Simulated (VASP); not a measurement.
Here is a VASP 6.6.1 calculation.

The input INCAR:

```
PREC = Accurate
ENCUT = 520
EDIFF = 1E-7
ISMEAR = 0
SIGMA = 0.01
LREAL = False
LASPH = True
NELM = 100
ALGO = Normal
ISIF = 2
LWAVE = False
LCHARG = False
GGA = PE
NBANDS = 16
```

Contents of KPOINTS:

```
Automatic mesh
0
Gamma
  9 9 3
```

The input POSCAR:

```
BN
1.0
    2.4982400000      0.0000000000      0.0000000000
   -1.2491200000      2.1635393000      0.0000000000
    0.0000000000      0.0000000000      6.6357000000
B N
2 2
Direct
    0.3333333300      0.6666666700      0.2500000000
    0.6666666700      0.3333333300      0.7500000000
    0.3333333300      0.6666666700      0.7500000000
    0.6666666700      0.3333333300      0.2500000000
```

Potentials or basis: VASP PAW PBE potentials, release 64 (B, N).

The run is started by

```sh
$ cat potpaw_PBE.64/B/POTCAR potpaw_PBE.64/N/POTCAR > POTCAR
$ mpirun -np 1 vasp_std > vasp.out
```

Task: What does it give for the band gap on the k mesh?

Result: 4.43 eV, indirect (least direct gap 4.71 eV).

Task: What does it give for the pressure?

Result: 5.1 GPa.

Stress tensor (GPa, compression positive):
```
6.29 0.00 0.00
0.00 6.29 0.00
0.00 0.00 2.85
```

Caveat: an odd mesh through Γ misses points on the zone boundary, where band edges often lie; this functional lacks dispersion, which binds the layers, so the pressure and a relaxed spacing across them are unreliable.
